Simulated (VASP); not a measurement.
The input files of a VASP run:

### INCAR
```
SYSTEM = CsI
PREC = Accurate
ENCUT = 400
EDIFF = 1E-6
NELM = 100
ALGO = Normal
LREAL = .FALSE.
LASPH = .TRUE.
ISMEAR = 0
SIGMA = 0.05
LMAXMIX = 4
LWAVE = .FALSE.
LCHARG = .FALSE.
ISIF = 2
METAGGA = R2SCAN
LEPSILON = .TRUE.
```

### POSCAR
```
CsI
1
    4.5700000000     0.0000000000     0.0000000000
    0.0000000000     4.5700000000     0.0000000000
    0.0000000000     0.0000000000     4.5700000000
Cs I
1 1
Direct
  0.0000000000   0.0000000000   0.0000000000
  0.5000000000   0.5000000000   0.5000000000
```

File KPOINTS:
```
Automatic mesh
0
Gamma
5 5 5
0 0 0
```

POTCAR, in this order: Cs_sv I (PBE.64 set). Program: vasp_std.

The run wrote:

standard output:
```
 POSCAR found type information on POSCAR CsI
 POSCAR found :  2 types and       2 ions
 Reading from existing POTCAR
 Reading from existing POTCAR

 -----------------------------------------------------------------------------
|                                                                             |
|               ----> ADVICE to this user running VASP <----                  |
|                                                                             |
|     You enforced a specific xc type in the INCAR file but a different       |
|     type was found in the POTCAR file.                                      |
|     I HOPE YOU KNOW WHAT YOU ARE DOING!                                     |
|                                                                             |
 -----------------------------------------------------------------------------

 LDA part: xc-table for (None), standard interpolation
 POSCAR, INCAR and KPOINTS ok, starting setup
 WAVECAR not read
 entering main loop
       N       E                     dE             d eps       ncg     rms          rms(c)
DAV:   1     0.324828994222E+02    0.32483E+02   -0.51999E+03   240   0.901E+02
DAV:   2    -0.497563381881E+02   -0.82239E+02   -0.78149E+02   360   0.155E+02
DAV:   3    -0.562161454071E+02   -0.64598E+01   -0.64405E+01   300   0.492E+01
DAV:   4    -0.562972624235E+02   -0.81117E-01   -0.81092E-01   280   0.704E+00
DAV:   5    -0.562981578519E+02   -0.89543E-03   -0.89540E-03   304   0.776E-01    0.210E+00
DAV:   6    -0.531520468378E+02    0.31461E+01   -0.53033E-01   252   0.614E+00    0.193E+00
DAV:   7    -0.531160477187E+02    0.35999E-01   -0.31967E-01   272   0.308E+00    0.821E-01
DAV:   8    -0.531168201819E+02   -0.77246E-03   -0.36797E-02   268   0.118E+00    0.533E-01
DAV:   9    -0.531184876927E+02   -0.16675E-02   -0.41597E-03   272   0.570E-01    0.940E-02
DAV:  10    -0.531185181912E+02   -0.30499E-04   -0.23451E-03   296   0.268E-01    0.724E-02
DAV:  11    -0.531186002120E+02   -0.82021E-04   -0.25373E-04   276   0.138E-01    0.211E-02
DAV:  12    -0.531186007547E+02   -0.54270E-06   -0.55921E-06   300   0.190E-02
   1 F= -.53118601E+02 E0= -.53118601E+02  d E =-.110740E-15

 -----------------------------------------------------------------------------
|                                                                             |
|     EEEEEEE  RRRRRR   RRRRRR   OOOOOOO  RRRRRR      ###     ###     ###     |
|     E        R     R  R     R  O     O  R     R     ###     ###     ###     |
|     E        R     R  R     R  O     O  R     R     ###     ###     ###     |
|     EEEEE    RRRRRR   RRRRRR   O     O  RRRRRR       #       #       #      |
|     E        R   R    R   R    O     O  R   R                               |
|     E        R    R   R    R   O     O  R    R      ###     ###     ###     |
|     EEEEEEE  R     R  R     R  OOOOOOO  R     R     ###     ###     ###     |
|                                                                             |
|     You have switched on METAGGA and linear-response routines. This         |
|     combination is currently not supported. If you have selected            |
|     LEPSILON=.TRUE., you can try using LCALCEPS=.TRUE. instead. In all      |
|     other cases, VASP will stop. SOOO sorry...                              |
|                                                                             |
|       ---->  I REFUSE TO CONTINUE WITH THIS SICK JOB ... BYE!!! <----       |
|                                                                             |
 -----------------------------------------------------------------------------
```

### Question
Read input and log: which fault does this run have?
A) LDAUL, LDAUU and LDAUJ hold more entries than there are species
B) Methfessel-Paxton smearing was used on a material with a gap
C) LEPSILON was set for a metal
D) LEPSILON was set with a meta-GGA

### Answer
D, LEPSILON was set with a meta-GGA. VASP stops with an error: You have switched on METAGGA and linear-response routines. This combination is currently not supported. If you have selected LEPSILON=.TRUE., you can try using LCALCEPS=.TRUE. instead. In all other cases, VASP will stop. SOOO sorry... ----> I REFUSE TO CONTINUE WITH THIS SICK JOB ... BYE!!! <----

To mend it, use a GGA with LEPSILON, or finite fields (LCALCEPS) with the meta-GGA. The plain static run on this cell (PBE GGA, plane waves, VASP's PBE PAW potentials (set 64)) converges, and its OSZICAR ends with
```
   1 F= -.54278723E+01 E0= -.54278723E+01  d E =-.165637E-12
```

The compound is CsI in the CsCl type structure. The cell was not relaxed at this level.
